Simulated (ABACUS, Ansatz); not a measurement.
Given: the input of a run of ABACUS 3.10.1 on NiO. Atoms were shifted at random by some hundredths of an Å from the given cell, which wasn't relaxed again for these runs. 

File INPUT:

```
INPUT_PARAMETERS
suffix              NiO
calculation         scf
basis_type          pw
pseudo_dir          ./
symmetry            1
dft_functional      pbesol
ecutwfc             98
pseudo_rcut         7
nspin               2
nbands              17
ks_solver           dav
smearing_method     fd
smearing_sigma      0.00367493
scf_thr             1e-08
scf_nmax            100
mixing_type         broyden
mixing_beta         0.4
cal_force           1
cal_stress          1
out_chg             1
out_pot             2
out_elf             1
```

Contents of STRU:

```
ATOMIC_SPECIES
Ni 58.6934 Ni.upf
O 15.9990 O.upf

LATTICE_CONSTANT
1.8897261246

LATTICE_VECTORS
0.0000000000 2.0859016414 2.0859016414
2.0859016414 0.0000000000 2.0859016414
2.0859016414 2.0859016414 0.0000000000

ATOMIC_POSITIONS
Direct

Ni
0.0
1
-0.0003700000 -0.0167360000 0.0195200000 1 1 1 mag 1

O
0.0
1
0.5030520000 0.4931530000 0.4960460000 1 1 1 mag 0
```

File KPT:

```
K_POINTS
0
Gamma
11 11 11 0 0 0
```

Potentials or basis: PseudoDojo NC SR 0.4.1 PBEsol standard, plane waves.

The run is started by

```sh
$ OMP_NUM_THREADS=1 mpirun -np 4 abacus > log
```

Problem. What does the same run look like in Ansatz 0.2.0? Potentials or basis there: all-electron LAPW, scalar-relativistic.

Solution. As run (cutoffs and basis follow the program's own potentials, and thresholds, step limits or extra output files can differ):

Contents of input.yaml:

```yaml
crystal:
  lattice:
    - [0.0, 2.0859016414, 2.0859016414]
    - [2.0859016414, 0.0, 2.0859016414]
    - [2.0859016414, 2.0859016414, 0.0]
  atoms:
    - { symbol: Ni, position: [-0.00037, -0.016736, 0.01952], spin: 1.0 }
    - { symbol: O, position: [0.503052, 0.493153, 0.496046] }
kpoints:
  mp_grid: { grid: [11, 11, 11] }
scf:
  occupations: { method: fermi_dirac, width: 0.05 }
hamiltonian:
  xc: pbesol
  pseudopotentials: { kind: all_electron, lapw: { basis_error: 0.001 } }
magnetization:
  spin_polarized: true
output:
  forces: true
  stress: true
  eigenvalues: true
  populations: true
```

Potentials or basis: all-electron LAPW, scalar-relativistic.

Command:

```bash
$ ansatz run input.yaml --threads 2 --pin off --max-ram 6144MiB --backend cpu --events-out ev --progress --plain --runs-dir out
```

Both were run:

|  | ABACUS | Ansatz |
| --- | --- | --- |
| Pressure | -6.4 GPa | -6.2 GPa |
| Largest force | 0.126 eV/Å | 0.162 eV/Å |
| Net moment | 1.58 μB per cell | 1.51 μB per cell |
| Absolute moment | 1.59 μB per cell | 1.52 μB per cell |

Where Ansatz's input types no cutoff or centring, it takes its own default and a Γ-centred mesh.

The magnetic state is the one that the start led to; the real crystal's order can differ.

Pressure is positive in compression.
